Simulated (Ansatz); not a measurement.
# Thallium, dhcp under PBEsol: structure, energy and stiffness, part 2 of 2

What does PBEsol give for thallium in the dhcp structure? We relax it, solve it on a dense k-mesh, then scale the cell to 7 volumes from 88 to 112 % of the relaxed one and try a fit of the equation of state. Spin polarisation is left out. The k-meshes are 11×11×3 for the relaxation; 14×14×4 for the dense run; 12×12×4 for the volumes.

Ansatz 0.2.0; DFT, PBEsol, plane waves (420 eV) with PAW, scalar-relativistic. Earlier steps stand in the parts before.

## Step 6: At 96 % of the relaxed volume

input.yaml reads:

```yaml
crystal:
  lattice:
    - [3.3865083529, 0.0, 0.0]
    - [-1.6932541764, 2.9328022637, 0.0]
    - [0.0, 0.0, 10.9918660763]
  atoms:
    - { symbol: Tl, position: [1.0, 1.0, 1.0] }
    - { symbol: Tl, position: [1.0, 1.0, 0.5] }
    - { symbol: Tl, position: [0.3333333333, 0.6666666667, 0.25] }
    - { symbol: Tl, position: [0.6666666667, 0.3333333333, 0.75] }
hamiltonian:
  xc: pbesol
  pseudopotentials:
    kind: paw
    azcp:
      Tl: "pseudopotentials/Tl.paw.azcp"
basis:
  ecutwfc: 420
  fft_grid_basis: typed
kpoints:
  mp_grid: { grid: [12, 12, 4], shift: [0, 0, 0] }
magnetization:
  spin_polarized: false
scf:
  occupations: { method: fermi_dirac, width: 0.1 }
  lower_state_search: "off"
output:
  stress: true
```

Standard output, cut to the lines that bear on the results:

```text
Warning: <dir> the record states the generating functional pbe (its physics header spells it `PBE`), which answers neither for hamiltonian.xc's functional nor for the pbesol family's — results may be inconsistent (PPs are generated against a specific XC)
Warning: RAYON_NUM_THREADS=2 ignored (pool sized by the plan → 2); use --threads N
[...]
Pseudopotentials: kind: paw
Pseudopotential: Tl, paw, valence charge 13, recommended cutoff 420 eV (normal), <dir>
Functional definition: PBEsol
[...]
Crystal: 4 atoms, lattice volume = 109.171 Å³
Basis set: ecut = 420 eV, 2137 PW (Γ)
Bands: 30, of which v1, the nominal top of the filled ones, is band 26 counted from 1 (25 counted from 0)
Symmetry: 24 space group operations
Space group: P63/mmc (ITA 194), of the structure as read, at distance tolerance 4.8e-5 Å
k-points: 57 of 576
[...]
SCF iter   1: F=—  HF=-45182.659706 eV  |F-HF|=—  |Δ(HF+E_count)|=         —  Δρ=2.61e-3  dr2=9.68e-3  ethr=1.77e-3  ⟨swp⟩=5.9  Hψ=7170  notcnv=0
[...]
SCF iter   6: F=-45182.654406 eV  HF=-45182.654406 eV  |F-HF|=1.10e-8  |Δ(HF+E_count)|=   7.92e-8  Δρ=2.59e-6  dr2=1.98e-8  ethr=1.92e-10  ⟨swp⟩=4.0  Hψ=5297  notcnv=0
[...]
SCF converged after 6 iterations
Free energy (F): -45182.654406 eV
[...]
E sigma→0 (E₀):  -45182.619268 eV
Entropy (-TS):   -0.070276 eV (-17.569 meV/atom)
Fermi energy:    10.875775 eV
[...]
--- Stress (GPa, compression-positive) ---
        1.653709      -0.000000       0.000000
       -0.000000       1.653709       0.000000
        0.000000       0.000000       1.719608
  P = ⅓ Tr σ = 1.6757 GPa (16.757 kbar)
```

Run time: 3.9 s. Hardware: 2 threads of an Arm CPU, shared host; peak memory 0.41 GiB.

## Step 7: At 100 % of the relaxed volume

Changes to input.yaml since step 6:

```diff
@@ -2,5 +2,5 @@
   lattice:
-    - [3.3865083529, 0.0, 0.0]
-    - [-1.6932541764, 2.9328022637, 0.0]
-    - [0.0, 0.0, 10.9918660763]
+    - [3.4329046436, 0.0, 0.0]
+    - [-1.7164523218, 2.9729826302, 0.0]
+    - [0.0, 0.0, 11.1424582974]
   atoms:
```

Standard output, cut to the lines that bear on the results:

```text
Warning: <dir> the record states the generating functional pbe (its physics header spells it `PBE`), which answers neither for hamiltonian.xc's functional nor for the pbesol family's — results may be inconsistent (PPs are generated against a specific XC)
Warning: RAYON_NUM_THREADS=2 ignored (pool sized by the plan → 2); use --threads N
[...]
[... 3 set-up lines as earlier in the session ...]
[...]
Crystal: 4 atoms, lattice volume = 113.720 Å³
Basis set: ecut = 420 eV, 2209 PW (Γ)
Bands: 30, of which v1, the nominal top of the filled ones, is band 26 counted from 1 (25 counted from 0)
[... 2 set-up lines as earlier in the session ...]
k-points: 57 of 576
[...]
SCF iter   1: F=—  HF=-45182.684018 eV  |F-HF|=—  |Δ(HF+E_count)|=         —  Δρ=2.62e-3  dr2=1.03e-2  ethr=1.77e-3  ⟨swp⟩=5.8  Hψ=7283  notcnv=0
[...]
SCF iter   6: F=-45182.677403 eV  HF=-45182.677403 eV  |F-HF|=1.18e-8  |Δ(HF+E_count)|=   1.44e-7  Δρ=2.59e-6  dr2=2.09e-8  ethr=1.92e-10  ⟨swp⟩=4.0  Hψ=5914  notcnv=0
[...]
SCF converged after 6 iterations
Free energy (F): -45182.677403 eV
[...]
E sigma→0 (E₀):  -45182.639536 eV
Entropy (-TS):   -0.075735 eV (-18.934 meV/atom)
Fermi energy:    10.274904 eV
[...]
--- Stress (GPa, compression-positive) ---
        0.010419       0.000000      -0.000000
        0.000000       0.010419       0.000000
       -0.000000       0.000000       0.025136
  P = ⅓ Tr σ = 0.0153 GPa (0.153 kbar)
```

It took 4.1 s on 2 threads of an Arm CPU, shared host; peak memory 0.42 GiB.

## Step 8: At 104 % of the relaxed volume

Changes to input.yaml since step 7:

```diff
@@ -2,5 +2,5 @@
   lattice:
-    - [3.4329046436, 0.0, 0.0]
-    - [-1.7164523218, 2.9729826302, 0.0]
-    - [0.0, 0.0, 11.1424582974]
+    - [3.4780796221, 0.0, 0.0]
+    - [-1.7390398111, 3.0121053091, 0.0]
+    - [0.0, 0.0, 11.2890864057]
   atoms:
```

Standard output, cut to the lines that bear on the results:

```text
Warning: <dir> the record states the generating functional pbe (its physics header spells it `PBE`), which answers neither for hamiltonian.xc's functional nor for the pbesol family's — results may be inconsistent (PPs are generated against a specific XC)
Warning: RAYON_NUM_THREADS=2 ignored (pool sized by the plan → 2); use --threads N
[...]
[... 3 set-up lines as earlier in the session ...]
[...]
Crystal: 4 atoms, lattice volume = 118.268 Å³
Basis set: ecut = 420 eV, 2323 PW (Γ)
Bands: 30, of which v1, the nominal top of the filled ones, is band 26 counted from 1 (25 counted from 0)
[... 1 set-up line as earlier in the session ...]
Space group: P63/mmc (ITA 194), of the structure as read, at distance tolerance 4.9e-5 Å
k-points: 57 of 576
[...]
SCF iter   1: F=—  HF=-45182.665789 eV  |F-HF|=—  |Δ(HF+E_count)|=         —  Δρ=2.58e-3  dr2=1.03e-2  ethr=1.77e-3  ⟨swp⟩=5.8  Hψ=7207  notcnv=0
[...]
SCF iter   6: F=-45182.658910 eV  HF=-45182.658910 eV  |F-HF|=1.30e-8  |Δ(HF+E_count)|=   1.70e-7  Δρ=2.86e-6  dr2=2.21e-8  ethr=1.92e-10  ⟨swp⟩=4.0  Hψ=6283  notcnv=0
[...]
SCF converged after 6 iterations
Free energy (F): -45182.658910 eV
[...]
E sigma→0 (E₀):  -45182.618345 eV
Entropy (-TS):   -0.081130 eV (-20.282 meV/atom)
Fermi energy:    9.724572 eV
[...]
--- Stress (GPa, compression-positive) ---
       -1.254410      -0.000000      -0.000000
        0.000000      -1.254410       0.000000
       -0.000000       0.000000      -1.282364
  P = ⅓ Tr σ = -1.2637 GPa (-12.637 kbar)
```

It took 4.5 s on 2 threads of an Arm CPU, shared host; peak memory 0.43 GiB.

## Step 9: At 108 % of the relaxed volume

Changes to input.yaml since step 8:

```diff
@@ -2,5 +2,5 @@
   lattice:
-    - [3.4780796221, 0.0, 0.0]
-    - [-1.7390398111, 3.0121053091, 0.0]
-    - [0.0, 0.0, 11.2890864057]
+    - [3.5221106207, 0.0, 0.0]
+    - [-1.7610553104, 3.0502372725, 0.0]
+    - [0.0, 0.0, 11.4320014052]
   atoms:
@@ -28 +28,5 @@
   stress: true
+  write_density: true
+  write_potential: true
+  elf: true
+  volumetric_format: npy
```

Standard output, cut to the lines that bear on the results:

```text
Warning: <dir> the record states the generating functional pbe (its physics header spells it `PBE`), which answers neither for hamiltonian.xc's functional nor for the pbesol family's — results may be inconsistent (PPs are generated against a specific XC)
Warning: RAYON_NUM_THREADS=2 ignored (pool sized by the plan → 2); use --threads N
[...]
[... 3 set-up lines as earlier in the session ...]
[...]
Crystal: 4 atoms, lattice volume = 122.817 Å³
Basis set: ecut = 420 eV, 2373 PW (Γ)
Bands: 32, of which v1, the nominal top of the filled ones, is band 26 counted from 1 (25 counted from 0)
[... 1 set-up line as earlier in the session ...]
Space group: P63/mmc (ITA 194), of the structure as read, at distance tolerance 5.0e-5 Å
k-points: 57 of 576
[...]
SCF iter   1: F=—  HF=-45182.615876 eV  |F-HF|=—  |Δ(HF+E_count)|=         —  Δρ=2.50e-3  dr2=9.92e-3  ethr=1.77e-3  ⟨swp⟩=6.2  Hψ=7815  notcnv=0  defer=1
[...]
SCF iter   6: F=-45182.608463 eV  HF=-45182.608463 eV  |F-HF|=1.32e-8  |Δ(HF+E_count)|=   1.56e-7  Δρ=2.84e-6  dr2=2.25e-8  ethr=1.92e-10  ⟨swp⟩=9.0  Hψ=12743  notcnv=0
[...]
SCF converged after 6 iterations
Free energy (F): -45182.608463 eV
[...]
E sigma→0 (E₀):  -45182.565269 eV
Entropy (-TS):   -0.086389 eV (-21.597 meV/atom)
Fermi energy:    9.218843 eV
[...]
--- Stress (GPa, compression-positive) ---
       -2.226707      -0.000000      -0.000000
       -0.000000      -2.226707       0.000000
       -0.000000       0.000000      -2.288126
  P = ⅓ Tr σ = -2.2472 GPa (-22.472 kbar)
--- Band table (eV; the first three rows and the last of 57) ---
[...]
```

Run time: 6.8 s. Hardware: 2 threads of an Arm CPU, shared host; peak memory 0.44 GiB.

Density in a lattice plane of the grid's cell (edges 3.52 and 11.43 Å, at 0.000 of the third edge), which holds Tl.

Values in e/Å³, 12 rows by 6 columns:
```
0.86 0.44 0.12 0.07 0.12 0.44
0.07 0.08 0.12 0.16 0.12 0.08
0.07 0.12 0.34 0.62 0.34 0.12
0.07 0.08 0.12 0.16 0.12 0.08
0.86 0.44 0.12 0.07 0.12 0.44
9.11 3.12 0.35 0.10 0.35 3.12
0.86 0.44 0.12 0.07 0.12 0.44
0.07 0.08 0.12 0.16 0.12 0.08
0.07 0.12 0.34 0.62 0.34 0.12
0.07 0.08 0.12 0.16 0.12 0.08
0.86 0.44 0.12 0.07 0.12 0.44
9.11 3.12 0.35 0.10 0.35 3.12
```
Columns run along the first of these edges and rows up along the second, over one cell in 6 and 12 even steps from the bottom left corner. Atoms in the plane (fractional): Tl at (0.00, 0.00), Tl at (0.00, 0.50).

ELF in the same plane.

Values, 12 rows by 6 columns:
```
0.40 0.35 0.24 0.13 0.24 0.35
0.14 0.15 0.24 0.29 0.24 0.15
0.14 0.21 0.33 0.39 0.33 0.21
0.14 0.15 0.24 0.29 0.24 0.15
0.40 0.35 0.24 0.13 0.24 0.35
0.10 0.21 0.34 0.15 0.34 0.21
0.40 0.35 0.24 0.13 0.24 0.35
0.14 0.15 0.24 0.29 0.24 0.15
0.14 0.21 0.33 0.39 0.33 0.21
0.14 0.15 0.24 0.29 0.24 0.15
0.40 0.35 0.24 0.13 0.24 0.35
0.10 0.21 0.34 0.15 0.34 0.21
```
Columns run along the first of these edges and rows up along the second, over one cell in 6 and 12 even steps from the bottom left corner. Atoms in the plane (fractional): Tl at (0.00, 0.00), Tl at (0.00, 0.50).

Both are smooth fields of the valence electrons: close to the nuclei they are not physical.

## Step 10: At 112 % of the relaxed volume

Changes to input.yaml since step 9:

```diff
@@ -2,5 +2,5 @@
   lattice:
-    - [3.5221106207, 0.0, 0.0]
-    - [-1.7610553104, 3.0502372725, 0.0]
-    - [0.0, 0.0, 11.4320014052]
+    - [3.5650674229, 0.0, 0.0]
+    - [-1.7825337114, 3.0874389544, 0.0]
+    - [0.0, 0.0, 11.5714297979]
   atoms:
@@ -28,5 +28 @@
   stress: true
-  write_density: true
-  write_potential: true
-  elf: true
-  volumetric_format: npy
```

Standard output, cut to the lines that bear on the results:

```text
Warning: <dir> the record states the generating functional pbe (its physics header spells it `PBE`), which answers neither for hamiltonian.xc's functional nor for the pbesol family's — results may be inconsistent (PPs are generated against a specific XC)
Warning: RAYON_NUM_THREADS=2 ignored (pool sized by the plan → 2); use --threads N
[...]
[... 3 set-up lines as earlier in the session ...]
[...]
Crystal: 4 atoms, lattice volume = 127.366 Å³
Basis set: ecut = 420 eV, 2433 PW (Γ)
Bands: 30, of which v1, the nominal top of the filled ones, is band 26 counted from 1 (25 counted from 0)
[... 2 set-up lines as earlier in the session ...]
k-points: 57 of 576
[...]
SCF iter   1: F=—  HF=-45182.540748 eV  |F-HF|=—  |Δ(HF+E_count)|=         —  Δρ=2.45e-3  dr2=9.75e-3  ethr=1.77e-3  ⟨swp⟩=5.8  Hψ=7010  notcnv=0
[...]
SCF iter   6: F=-45182.533503 eV  HF=-45182.533503 eV  |F-HF|=3.21e-8  |Δ(HF+E_count)|=   2.90e-7  Δρ=5.94e-6  dr2=4.40e-8  ethr=1.92e-10  ⟨swp⟩=4.0  Hψ=6449  notcnv=0
[...]
SCF converged after 6 iterations
Free energy (F): -45182.533503 eV
[...]
E sigma→0 (E₀):  -45182.487768 eV
Entropy (-TS):   -0.091470 eV (-22.868 meV/atom)
Fermi energy:    8.752685 eV
[...]
--- Stress (GPa, compression-positive) ---
       -2.971358       0.000000       0.000000
        0.000000      -2.971358       0.000000
        0.000000       0.000000      -3.058175
  P = ⅓ Tr σ = -3.0003 GPa (-30.003 kbar)
```

Run time: 5.3 s. Hardware: 2 threads of an Arm CPU, shared host; peak memory 0.44 GiB.

## Step 11: Fitting the volumes

The cell was scaled evenly, with its shape and the fractional positions fixed.

| V (Å³/atom) | E − E₀ (meV/atom) | P from the stress (GPa) | P from the fit (GPa) |
| --- | --- | --- | --- |
| 25.018 | 59.7 | 6.64 | 6.54 |
| 26.155 | 23.6 | 3.83 | 3.74 |
| 27.293 | 5.1 | 1.68 | 1.58 |
| 28.430 | 0.0 | 0.02 | -0.08 |
| 29.567 | 5.3 | -1.26 | -1.36 |
| 30.704 | 18.6 | -2.25 | -2.34 |
| 31.841 | 38.0 | -3.00 | -3.08 |

A third-order Birch-Murnaghan fit gives V₀ = 28.367 Å³/atom, B₀ = 37 GPa and B₀′ = 5.5; it misses no point by more than 0.01 meV/atom.

Fit and stress differ a little: one follows E(σ → 0), the other the smeared free energy.

## Step 12: What came out

The summary covers parts 1 to 2.

| quantity | value |
| --- | --- |
| space group (spins left aside) | P6_3/mmc (No. 194) |
| conventional cell | a = 3.433 Å, c = 11.142 Å (c/a = 3.246) |
| volume | 28.430 Å³/atom |
| shortest distance | 3.419 Å |
| gap on the mesh | none (levels filled in part) |
| relative to hcp | +14 meV/atom |
| V₀, B₀, B₀′ | 28.367 Å³/atom, 37 GPa, 5.5 |

In words: From the guessed start the volume grew by 1.4 % in 4 steps. It lies 14 meV/atom above the element's reference form at the same level (hcp, from a run of its own). No gap shows: it is a metal or semimetal at this level. The fitted modulus is 37 GPa; letting shape and positions relax at each volume could only lower it. Relaxation kept the symmetry; phonons were not checked.
